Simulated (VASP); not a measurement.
Li15O8 (a cell with a defect), 23 atoms in the cell. The cell holds a defect, 23 atoms: a = 6.609 Å, b = 6.609 Å, c = 6.609 Å, α = 60.00°, β = 60.00°, γ = 60.00°. 

| Property | Result |
| --- | --- |
| Program | VASP 6.6.1 |
| Task | single point |
| Functional | r2SCAN |
| Potentials or basis | VASP PAW PBE potentials, release 64 (Li_sv, O) |
| Cutoff | 520 eV |
| k mesh | 2 × 2 × 2 |
| Occupations | fermi-dirac, width 0.05 eV |
| Spin | no spin polarisation |
| Dipole correction | no |
| Further INCAR settings | LREAL = Auto; ALGO = Normal; EDIFF = 1e-07; NBANDS = 64 |

Potentials or basis: VASP PAW PBE potentials, release 64 (Li_sv, O).

The run is started by

```bash
$ cat potpaw_PBE.64/Li_sv/POTCAR potpaw_PBE.64/O/POTCAR > POTCAR
$ cp INCAR.step1 INCAR
$ mpirun -np 1 vasp_std > vasp.out
$ cp INCAR.step2 INCAR
$ mpirun -np 1 vasp_std > vasp.out
```

Hardware: 1 thread of Intel(R) Xeon(R) Platinum 8488C (Sapphire Rapids), with other jobs on the host.

Question: How long does it take, and how much memory?

Answer: Run time: 23 min on 1 thread of Intel(R) Xeon(R) Platinum 8488C (Sapphire Rapids) (shared host), peak memory 0.37 GiB. Counts: scf iterations 18, k points 8.
